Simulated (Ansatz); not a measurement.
Relaxed ZrO$_{2}$ (tetragonal-ZrO2 type, space group P4_2/nmc):

```yaml
crystal:
  lattice:
    - [7.24164, 0.00000, 0.00000]
    - [3.62082, 3.62082, 0.00000]
    - [0.00000, 0.00000, 5.28425]
  atoms:
    - { symbol: Zr, position: [0.00000, 0.00000, 0.00000] }
    - { symbol: Zr, position: [0.50000, 0.00000, 0.00000] }
    - { symbol: Zr, position: [0.00000, 0.50000, 0.50000] }
    - { symbol: Zr, position: [0.50000, 0.50000, 0.50000] }
    - { symbol: O, position: [0.75000, 0.50000, 0.19251] }
    - { symbol: O, position: [0.25000, 0.50000, 0.19251] }
    - { symbol: O, position: [0.75000, 0.50000, 0.69251] }
    - { symbol: O, position: [0.25000, 0.50000, 0.69251] }
    - { symbol: O, position: [0.25000, 0.00000, 0.30749] }
    - { symbol: O, position: [0.75000, 0.00000, 0.30749] }
    - { symbol: O, position: [0.25000, 0.00000, 0.80749] }
    - { symbol: O, position: [0.75000, 0.00000, 0.80749] }
```

The atoms are displaced by Q × the pattern below (from a DFPT mode at M = (0.5, 0.5, 0.0), largest move 1; Q in Å), at fixed cell. It is one choice among 2 degenerate patterns. (q is in reciprocal vectors of the primitive cell; the cell shown is doubled to hold the pattern.)

| atom | x | y | z |
|---|---|---|---|
| O5 | 0.875 | 0.429 | 0.000 |
| O6 | -0.875 | -0.429 | 0.000 |
| O7 | -0.412 | -0.911 | 0.000 |
| O8 | 0.412 | 0.911 | 0.000 |
| O9 | -0.911 | -0.412 | 0.000 |
| O10 | 0.911 | 0.412 | 0.000 |
| O11 | 0.429 | 0.875 | 0.000 |
| O12 | -0.429 | -0.875 | 0.000 |

Atoms not listed stay in place.

Method: PBE (plane waves to 420 eV, PAW, scalar-relativistic; Ansatz, a quantum-chemistry and plane-wave program). k mesh 9×9×6 (Γ-centred), Fermi-Dirac smearing 0.05 eV. The PAW data are Ansatz's earlier set. This is a high-temperature form of ZrO2. ZrO2 is run without spin polarisation. ZrO2 was relaxed with its symmetry unable to fall. 

| Q (Å) | −dE/dQ from forces (eV/Å) |
|---|---|
| -0.180 | 3.061 |
| -0.150 | 2.458 |
| -0.120 | 1.904 |
| -0.090 | 1.391 |
| -0.060 | 0.909 |
| -0.030 | 0.449 |
| 0.000 | 0.000 |
| 0.030 | -0.449 |
| 0.060 | -0.909 |
| 0.090 | -1.391 |
| 0.120 | -1.904 |
| 0.150 | -2.458 |
| 0.180 | -3.061 |

### Question
What harmonic wavenumber does the curvature at Q = 0 give?

### Answer
180 cm⁻¹. E″ = 14.92 eV/Å², M = Σ mᵢ|uᵢ|² = 124.7 u, ν̃ = 521.5·√(|E″|/M).

(A displaced cell: forces are minus the slopes of the energy, force constants its curvatures, and phonons follow from these.)
